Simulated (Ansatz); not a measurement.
# Structure relaxation of Cd3S2

Theory: DFT PBE, scalar-relativistic, plane waves, PAW (Ansatz). Cutoff 420 eV, Γ-centred k mesh, Gaussian smearing, no spin polarisation in the final step.

A relaxed cell is given with its space group left out.

```xyz
5
Lattice="1.9216 1.1095 8.5612 -1.9216 1.1095 8.5612 0.0000 -2.2189 8.5612" Properties=species:S:1:pos:R:3 pbc="T T T"
Cd    0.0000    0.0000    0.0000
Cd    0.0000    0.0000    5.3495
Cd    0.0000    0.0000   20.3342
S     0.0000    0.0000   10.1623
S     0.0000    0.0000   15.5213
```

Formation energies are uncorrected and refer to the elements' standard structures at the same level.

Q: What space group does it have?

A: R-3m (No. 166). Conventional cell: a = 3.843 Å, c = 25.684 Å. Cd on Wyckoff site a (1 atom of the primitive cell) has 6 S at 2.74 Å; Cd on Wyckoff site c (2 atoms of the primitive cell) has 3 S at 2.74 Å and 3 Cd at 3.08 Å; S has 6 Cd at 2.74 Å.

Q: What is its formation energy per atom?

A: -0.387 eV/atom.

Q: Is it a metal?

A: No, the gap on the 12×12×12 mesh is 0.18 eV.

The final run used a 12×12×12 mesh on its 5-atom cell and 0.01 eV smearing. The cell came from a trial start, so Cd3S2 may not exist in this structure.

Cost: 3 runs of about 3 core-minutes in all, on Intel Xeon Platinum 8488C (Sapphire Rapids) (shared hosts).